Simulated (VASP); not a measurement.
# Os (Fm-3m) in VASP: settings compared, part 2 of 2

VASP 6.6.1. The steps go on from the part before.

**3. Relaxation of cell and atoms, LDA**

This run uses another cell than the first one, of 14.72 Å³/atom, 1.069 times its volume.

File INCAR:

```
SYSTEM = Os
PREC = Accurate
ENCUT = 600
EDIFF = 1E-7
ISMEAR = 1
SIGMA = 0.15
LREAL = .FALSE.
LASPH = .TRUE.
NELM = 100
ALGO = Fast
ISIF = 3
LWAVE = .FALSE.
LCHARG = .FALSE.
GGA = CA
IBRION = 2
NSW = 80
EDIFFG = -0.02
```

File KPOINTS:

```
Automatic mesh
0
G
  10 10 10
  0 0 0
```

File POSCAR:

```
Os
1.0
    0.0000000000      1.9450000000      1.9450000000
    1.9450000000      0.0000000000      1.9450000000
    1.9450000000      1.9450000000      0.0000000000
Os
1
Direct
    0.0000000000      0.0000000000      0.0000000000
```

Potentials or basis: VASP PAW LDA potentials, release 64 (Os).

Launch:

```bash
$ cat potpaw_LDA.64/Os/POTCAR > POTCAR
$ mpirun -np 1 vasp_std > vasp.out
```

It took 26 s on 1 thread of Intel Xeon Platinum 8375C at 2.90GHz (Ice Lake), shared host; peak memory 0.15 GiB.

The run converged. Its results:

- Free energy: -12.4734 eV
- Relaxed volume: 13.80 Å³/atom
- Relaxed cell: a = 2.693 Å, b = 2.693 Å, c = 2.693 Å, α = 60.00°, β = 60.00°, γ = 60.00°
- Space group after relaxing (to 0.05 Å): Fm-3m (No. 225)
- Energy gained by relaxing: 73.9 meV/atom
- Ionic steps: 5
- Pressure after relaxing: 0.0 GPa
- Band gap on the k mesh: none (metal or under the smearing width)

Step by step:
```csv
step,energy change (eV),largest force (eV/Å),pressure (GPa),volume (Å³)
1,0.0000,0.0000,-24.39,14.72
2,1.8620,0.0000,240.07,10.44
3,-0.0727,0.0000,-3.54,13.92
4,-0.0738,0.0000,-1.25,13.84
5,-0.0739,0.0000,0.00,13.80
```

Final structure:
```
Os
1.0
     0.00000    1.90392    1.90392
     1.90392    0.00000    1.90392
     1.90392    1.90392    0.00000
Os
1
Cartesian
  0.0000 0.0000 0.0000
```

Levels at points of the mesh, in eV from the Fermi level:
| k point | band 1 | band 2 | band 3 | band 4 | band 5 | band 6 | band 7 | band 8 |
| --- | --- | --- | --- | --- | --- | --- | --- | --- |
| (0.00, 0.00, 0.00) | -10.93 | -3.14 | -3.14 | -3.14 | 0.00 | 0.00 | 14.25 | 20.12 |
| (0.50, 0.00, 0.00) | -7.86 | -3.29 | -3.29 | -0.16 | 2.47 | 2.47 | 9.16 | 13.80 |
| (0.50, 0.50, 0.00) | -7.76 | -7.07 | 2.44 | 2.45 | 3.16 | 3.16 | 12.38 | 12.38 |

The run has no spin-orbit coupling, so splittings on Os are missing. LDA usually gives volumes a few per cent too small.

**4. Single point, PBEsol**

This run uses another cell than the first one, of 13.96 Å³/atom, 1.014 times its volume.

File INCAR:

```
SYSTEM = Os
PREC = Accurate
ENCUT = 520
EDIFF = 1E-6
ISMEAR = 1
SIGMA = 0.15
LREAL = .False.
LASPH = .True.
NELM = 100
ALGO = Normal
ISIF = 2
LWAVE = .False.
LCHARG = .True.
GGA = PS
LELF = .True.
LVHAR = .True.
NBANDS = 10
```

File KPOINTS:

```
regular mesh
0
Gamma
  10 10 10
  0 0 0
```

File POSCAR:

```
Os
1.0
    0.0000000000      1.9110600510      1.9110600510
    1.9110600510      0.0000000000      1.9110600510
    1.9110600510      1.9110600510      0.0000000000
Os
1
Direct
    0.0000000000      0.0000000000      0.0000000000
```

Potentials or basis: VASP PAW PBE potentials, release 64 (Os).

Launch:

```bash
$ cat potpaw_PBE.64/Os/POTCAR > POTCAR
$ mpirun -np 1 vasp_std > vasp.out
```

OUTCAR:

```text
SYSTEM = Os
   PREC = Accurate
   ENCUT = 520
   EDIFF = 1E-6
   ISMEAR = 1
   LREAL = .False.
   LASPH = .True.
   NELM = 100
   ISIF = 2
   GGA = PS

 ion  position               nearest neighbor table
   1  0.000  0.000  0.000-

  LATTYP: Found a face centered cubic cell.
 ALAT       =     3.8221201020

  Lattice vectors:

 A1 = (   0.0000000000,   1.9110600510,   1.9110600510)
 A2 = (   1.9110600510,   0.0000000000,   1.9110600510)
 A3 = (   1.9110600510,   1.9110600510,   0.0000000000)

[... 490 lines left out ...]
     10      31.3513      0.00000

 [... further k-points ...]

------------------------ aborting loop because EDIFF is reached ----------------------------------------

  FORCE on cell =-STRESS in cart. coord.  units (eV):
  Direction    XX          YY          ZZ          XY          YZ          ZX
  --------------------------------------------------------------------------------------
  -------------------------------------------------------------------------------------
  Total        0.0484422      0.0484422      0.0484422      0.0000000      0.0000000      0.0000000
  in kB        5.5600872      5.5600872      5.5600872      0.0000000      0.0000000      0.0000000
  external PRESSURE =       5.5600872 kB  Pullay stress =       0.0000000 kB

 VOLUME and BASIS-vectors are now :
 -----------------------------------------------------------------------------
  energy-cutoff  :      520.00
  volume of cell :       13.96
      direct lattice vectors                 reciprocal lattice vectors
     0.000000000  1.911060051  1.911060051    -0.261634897  0.261634897  0.261634897
     1.911060051  0.000000000  1.911060051     0.261634897 -0.261634897  0.261634897
     1.911060051  1.911060051  0.000000000     0.261634897  0.261634897 -0.261634897

 POSITION                                       TOTAL-FORCE (eV/Angst)
 -----------------------------------------------------------------------------------
      0.00000      0.00000      0.00000         0.000000     -0.000000     -0.000000
 -----------------------------------------------------------------------------------
    total drift:                                0.000000      0.000000     -0.000000

  FREE ENERGIE OF THE ION-ELECTRON SYSTEM (eV)
  ---------------------------------------------------
  free  energy   TOTEN  =       -12.0601684303 eV

  energy  without entropy=      -12.0577103925  energy(sigma->0) =      -12.05934908
```

Run time: 8.5 s. Hardware: 1 thread of Intel Xeon Platinum 8375C at 2.90GHz (Ice Lake), shared host; peak memory 0.13 GiB.

What came out:

```
Free energy            : -12.0602 eV
Pressure               : 0.6 GPa
Band gap on the k mesh : none (metal or under the smearing width)
```

Caveat: the PAW data sets were made with another functional, which shifts forces and pressure a little.

**5. Relaxation of cell and atoms, PBEsol**

This run uses another cell than the first one, of 14.72 Å³/atom, 1.069 times its volume.

File INCAR:

```
SYSTEM = Os
PREC = Accurate
ENCUT = 600
EDIFF = 1E-6
ISMEAR = 1
SIGMA = 0.15
LREAL = .FALSE.
LASPH = .TRUE.
NELM = 100
ALGO = Normal
ISIF = 3
LWAVE = .FALSE.
LCHARG = .FALSE.
GGA = PS
IBRION = 2
NSW = 80
EDIFFG = -0.02
```

File KPOINTS:

```
Automatic mesh
0
G
  10 10 10
  0 0 0
```

File POSCAR:

```
Os
1.0
    0.0000000000      1.9450000000      1.9450000000
    1.9450000000      0.0000000000      1.9450000000
    1.9450000000      1.9450000000      0.0000000000
Os
1
Direct
    0.0000000000      0.0000000000      0.0000000000
```

Launch:

```bash
$ cat potpaw_PBE.64/Os/POTCAR > POTCAR
$ mpirun -np 1 vasp_std > vasp.out
```

It took 34 s on 1 thread of Intel Xeon Platinum 8375C at 2.90GHz (Ice Lake), shared host; peak memory 0.15 GiB.

It converged, with:

- Free energy: -12.0608 eV
- Relaxed volume: 13.98 Å³/atom
- Relaxed cell: a = 2.704 Å, b = 2.704 Å, c = 2.704 Å, α = 60.00°, β = 60.00°, γ = 60.00°
- Space group after relaxing (to 0.05 Å): Fm-3m (No. 225)
- Energy gained by relaxing: 47.0 meV/atom
- Ionic steps: 5
- Pressure after relaxing: 0.0 GPa
- Band gap on the k mesh: none (metal or under the smearing width)

Step by step:
```csv
step,energy change (eV),largest force (eV/Å),pressure (GPa),volume (Å³)
1,0.0000,0.0000,-19.51,14.72
2,1.0801,0.0000,161.48,11.22
3,-0.0465,0.0000,-2.16,14.05
4,-0.0470,0.0000,-0.64,14.00
5,-0.0470,0.0000,0.00,13.98
```

Final structure:
```xyz
1
Lattice="0.0000 1.9121 1.9121 1.9121 0.0000 1.9121 1.9121 1.9121 0.0000" Properties=species:S:1:pos:R:3 pbc="T T T"
Os    0.0000    0.0000    0.0000
```

Levels at points of the mesh, in eV from the Fermi level:
```
           k point  band 1  band 2  band 3  band 4  band 5  band 6  band 7  band 8
(0.00, 0.00, 0.00)  -10.94   -3.07   -3.07   -3.07    0.01    0.01   14.20   20.02
(0.50, 0.00, 0.00)   -7.80   -3.23   -3.23   -0.31    2.43    2.43    8.96   13.73
(0.50, 0.50, 0.00)   -7.69   -6.98    2.27    2.40    3.12    3.12   12.21   12.21
```

Caveat: the PAW data sets were made with another functional, which shifts forces and pressure a little. Spin-orbit coupling is left out, which matters for the levels of Os.

**6. The runs side by side**

```csv
task,level,potentials or basis,cell,cutoff (eV),gap on the mesh (eV),pressure (GPa),relaxed volume (Å³/atom)
single point,LDA,"VASP PAW LDA potentials, release 64 (Os)","Fm-3m, 13.76 Å³/atom",520,none,1.1,-
relaxation of cell and atoms,LDA,"VASP PAW LDA potentials, release 64 (Os)",relaxed,600,none,0.0,13.80
single point,PBEsol,"VASP PAW PBE potentials, release 64 (Os)","Fm-3m, 13.96 Å³/atom",520,none,0.6,-
relaxation of cell and atoms,PBEsol,"VASP PAW PBE potentials, release 64 (Os)",relaxed,600,none,0.0,13.98
```

Alike in all rows: no spin polarisation; k mesh 10 × 10 × 10; smearing methfessel-paxton 0.15 eV.

Caveats: the PAW data sets were made with another functional, which shifts forces and pressure a little (some runs).

Total energies depend on the potentials used, so only differences within one code and one set of settings carry meaning.
